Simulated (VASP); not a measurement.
# InP (F-43m) in VASP: a series of runs, part 2 of 2

VASP 6.6.1.

## (3) Single point, LDA

Input file INCAR:

```
SYSTEM = InP
PREC = Accurate
ENCUT = 520
EDIFF = 1E-6
ISMEAR = 0
SIGMA = 0.05
LREAL = .False.
LASPH = .True.
NELM = 60
ALGO = Normal
ISIF = 2
LWAVE = .False.
LCHARG = .False.
NBANDS = 16
```

Input file KPOINTS:

```
Automatic mesh
0
Gamma
  12 12 12
  0 0 0
```

Input file POSCAR:

```
InP
1.0
    0.0000000000      2.9134905978      2.9134905978
    2.9134905978      0.0000000000      2.9134905978
    2.9134905978      2.9134905978      0.0000000000
In P
1 1
Direct
    0.0000000000      0.0000000000      0.0000000000
    0.7500000000      0.7500000000      0.7500000000
```

Potentials or basis: VASP PAW LDA potentials, release 64 (In_d, P).

Launch:

```sh
> cat potpaw_LDA.64/In_d/POTCAR potpaw_LDA.64/P/POTCAR > POTCAR
> mpirun -np 1 vasp_std > vasp.out
```

OUTCAR:

```text
SYSTEM = InP
   PREC = Accurate
   ENCUT = 520
   EDIFF = 1E-6
   ISMEAR = 0
   LREAL = .False.
   LASPH = .True.
   NELM = 60
   ISIF = 2

 ion  position               nearest neighbor table
   1  0.000  0.000  0.000-   2 2.52   2 2.52   2 2.52   2 2.52
   2  0.750  0.750  0.750-   1 2.52   1 2.52   1 2.52   1 2.52

  LATTYP: Found a face centered cubic cell.
 ALAT       =     5.8269811956

  Lattice vectors:

 A1 = (   0.0000000000,   2.9134905978,   2.9134905978)
 A2 = (   2.9134905978,   0.0000000000,   2.9134905978)
 A3 = (   2.9134905978,   2.9134905978,   0.0000000000)

Analysis of symmetry for initial positions (statically):
=====================================================================
 Subroutine PRICEL returns:
 Original cell was already a primitive cell.

 Routine SETGRP: Setting up the symmetry group for a
 face centered cubic supercell.

 Subroutine GETGRP returns: Found 24 space group operations
 (whereof 24 operations were pure point group operations)
 out of a pool of 48 trial point group operations.

The static configuration has the point symmetry T_d .

Analysis of symmetry for dynamics (positions and initial velocities):
=====================================================================
 Subroutine PRICEL returns:
 Original cell was already a primitive cell.

 Routine SETGRP: Setting up the symmetry group for a
 face centered cubic supercell.

 Subroutine GETGRP returns: Found 24 space group operations
 (whereof 24 operations were pure point group operations)
 out of a pool of 48 trial point group operations.

The dynamic configuration has the point symmetry T_d .

 Subroutine INISYM returns: Found 24 space group operations
 (whereof 24 operations are pure point group operations),
 and found     1 'primitive' translations

----------------------------------------------------------------------------------------

[... 105 lines left out ...]
   EMIN   =  10.00;   EMAX   =-10.00  energy-range for DOS
   EFERMI =   0.00;   METHOD = LEGACY
   ISMEAR =     0;   SIGMA  =   0.05  broadening in eV -4-tet -1-fermi 0-gaus
   EFERMI_NEDOS =   21; number of points for ismear=-14 and -15
   IALGO  =     38    algorithm
   IMIX   =      4    mixing-type and parameters
     AMIX     =   0.40;   BMIX     =  1.00
     AMIX_MAG =   1.60;   BMIX_MAG =  1.00
  volume/ion in A,a.u.               =      24.73       166.89
  Fermi-wavevector in a.u.,A,eV,Ry     =   1.168805  2.208721 18.586987  1.366105
  Thomas-Fermi vector in A             =   2.305287
   LORBIT       =      0    0 simple, 1 ext, 2 COOP (PROOUT), +10 PAW based schemes
   GGA     = CA    functional components
   LHFCALC =     F    Hartree Fock is set to
   AEXX    =    0.0000 exact exchange contribution
   IVDW    =     0    specifies the selected vdW correction
   LEPSILON=     F    determine dielectric tensor
   LRPA    =     F    only Hartree local field effects (RPA)
 non-spin polarized calculation
 Gauss-broadening in eV      SIGMA  =   0.05
  energy-cutoff  :      520.00
  volume of cell :       49.46
 maximum number of plane-waves:      1363
   NGX = 15   NGY = 15   NGZ = 15

 number of electron      17.9999998 magnetization

 Free energy of the ion-electron system (eV)
  ---------------------------------------------------
  ext. energy  EPLUGINS =         0.00000000
  ---------------------------------------------------
  free energy    TOTEN  =        -9.67457593 eV

  energy without entropy =       -9.67457593  energy(sigma->0) =       -9.67457593

 E-fermi :   5.4426     XC(G=0):  -9.6865

 val. band max:        5.2024634233   @ k =   0.0000   0.0000   0.0000
 cond. band min:       5.8083079295   @ k =   0.0000   0.0000   0.0000
 fundamental gap:      0.6058445062
 Fermi energy:         5.4426018383

 k-point     1 :       0.0000    0.0000    0.0000
  band No.  band energies     occupation
      1      -9.0209      2.00000
      2      -9.0209      2.00000
      3      -9.0209      2.00000
      4      -8.8568      2.00000
      5      -8.8568      2.00000
      6      -6.4643      2.00000
[... 433 lines left out ...]
      3      -8.9613      2.00000
      4      -8.8542      2.00000
      5      -8.8453      2.00000
      6      -4.4699      2.00000
[... 8 lines left out ...]
     15      14.8732      0.00000
     16      15.8617      0.00000

 [... further k-points ...]
[... 5 lines left out ...]
  --------------------------------------------------------------------------------------
  -------------------------------------------------------------------------------------
  Total        0.0048296      0.0048296      0.0048296      0.0000000      0.0000000     -0.0000000
  in kB        0.1564399      0.1564399      0.1564399      0.0000000      0.0000000     -0.0000000
  external PRESSURE =       0.1564399 kB  Pullay stress =       0.0000000 kB

 VOLUME and BASIS-vectors are now :
 -----------------------------------------------------------------------------
  energy-cutoff  :      520.00
  volume of cell :       49.46
      direct lattice vectors                 reciprocal lattice vectors
     0.000000000  2.913490598  2.913490598    -0.171615450  0.171615450  0.171615450
     2.913490598  0.000000000  2.913490598     0.171615450 -0.171615450  0.171615450
     2.913490598  2.913490598  0.000000000     0.171615450  0.171615450 -0.171615450

 POSITION                                       TOTAL-FORCE (eV/Angst)
 -----------------------------------------------------------------------------------
      0.00000      0.00000      0.00000         0.000000      0.000000      0.000000
      4.37024      4.37024      4.37024        -0.000000     -0.000000     -0.000000
 -----------------------------------------------------------------------------------
    total drift:                                0.000000      0.000000     -0.000000

  FREE ENERGIE OF THE ION-ELECTRON SYSTEM (eV)
  ---------------------------------------------------
  free  energy   TOTEN  =        -9.6745759346 eV

  energy  without entropy=       -9.6745759346  energy(sigma->0) =       -9.67457593
```

Run time: 60 s. Hardware: 1 thread of AMD EPYC 7R43 (Zen 3), shared host; peak memory 0.15 GiB.

What came out:

| Quantity | Value |
| --- | --- |
| Free energy | -9.6746 eV |
| Pressure | 0.0 GPa |
| Band gap on the k mesh | 0.61 eV, direct |

Levels at points of the mesh, in eV from the valence-band top:
```tsv
k point	band 7	band 8	band 9	band 10	band 11	band 12
(0.00, 0.00, 0.00)	0.00	0.00	0.00	0.61	3.96	3.96
(0.50, 0.00, 0.00)	-5.92	-1.02	-1.02	1.37	4.71	4.71
(0.50, 0.50, 0.00)	-5.94	-2.42	-2.42	1.57	2.12	9.10
```

Caveat: spin-orbit coupling is left out, which moves the levels of the heavy elements.

## (4) How close it comes

Step 2. Against the measured gap of InP, 1.4236 eV (direct; 1.6 K; a printed reference work, data compilation), the calculated 0.61 eV is off by -0.82 eV. Spin-orbit coupling on In is left out. The value is that of LDA, without temperature or zero-point motion. Semilocal functionals fall short of measured gaps as a rule.

Step 3. Measured gap of InP: 1.4236 eV (direct; 1.6 K; a printed reference work, data compilation). This calculation gives 0.61 eV (-0.82 eV). Spin-orbit coupling on In is left out. The value is that of LDA, without temperature or zero-point motion. Semilocal functionals fall short of measured gaps as a rule.
